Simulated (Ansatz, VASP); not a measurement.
## One calculation of Pt, two programs

```xyz
1
Lattice="0.0000 1.9579 1.9579 1.9579 0.0000 1.9579 1.9579 1.9579 0.0000" Properties=species:S:1:pos:R:3 pbc="T T T"
Pt    0.0000    0.0000    0.0000
```

Alike in both runs: task single point; functional PBE; k mesh 11 × 11 × 11; occupations fermi-dirac, width 0.1 eV; no spin polarisation.

|  | VASP | Ansatz |
| --- | --- | --- |
| version | VASP 6.6.1 | Ansatz 0.2.0 |
| potentials or method | VASP PAW PBE potentials, release 64 (Pt) | PAW, plane waves, scalar-relativistic |
| plane-wave cutoff (eV) | 520 | 420 |
| valence electrons in the cell | 10 | 18 |

Ansatz gave:

- pressure (GPa): 11.5

Problem. Which values does VASP return?

Solution. Pressure (GPa): 11.0.

The functional is the same, so the differences come from potentials, cutoffs and numerics. The two sets of potentials don't hold the same shells in valence.

The runs have no spin-orbit coupling, so splittings on Pt are missing.
